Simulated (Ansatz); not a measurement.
# RbBr in Ansatz: the effect of functional

RbBr:

```
CELL_PARAMETERS angstrom
0.00000 3.44970 3.44970
3.44970 0.00000 3.44970
3.44970 3.44970 0.00000
ATOMIC_POSITIONS crystal
Rb 0.00000 0.00000 0.00000
Br 0.50000 0.50000 0.50000
```

The cell isn't the ideal one: volume scaled by 1.02.

Alike in all runs:

```yaml
Program: Ansatz 0.2.0
Task: single point
Potentials_or_basis: Ansatz PAW
Cutoff: "420 eV (not typed: the program's choice for these potentials)"
k_mesh: 7 × 7 × 7
Occupations: fermi-dirac, width 0.05 eV
Spin: no spin polarisation
```

**Question.** One run gave: gap on the mesh 4.31 eV; pressure 0.7 GPa. Which functional did it use?
A. PBE
B. LDA
C. PBEsol

**Answer.** A.

| functional | gap on the mesh (eV) | pressure (GPa) |
| --- | --- | --- |
| LDA | 3.90 | -1.4 |
| PBE | 4.31 | 0.7 |
| PBEsol | 4.17 | -0.3 |

Caveats: odd divisions of the mesh miss points on the zone boundary, where band edges often lie, so the gap on the mesh can be too wide; the PAW data sets come from PBE, with cores solved anew for the run's functional, which leaves a small shift of forces and pressure (some runs).

A k mesh can miss the band edges.
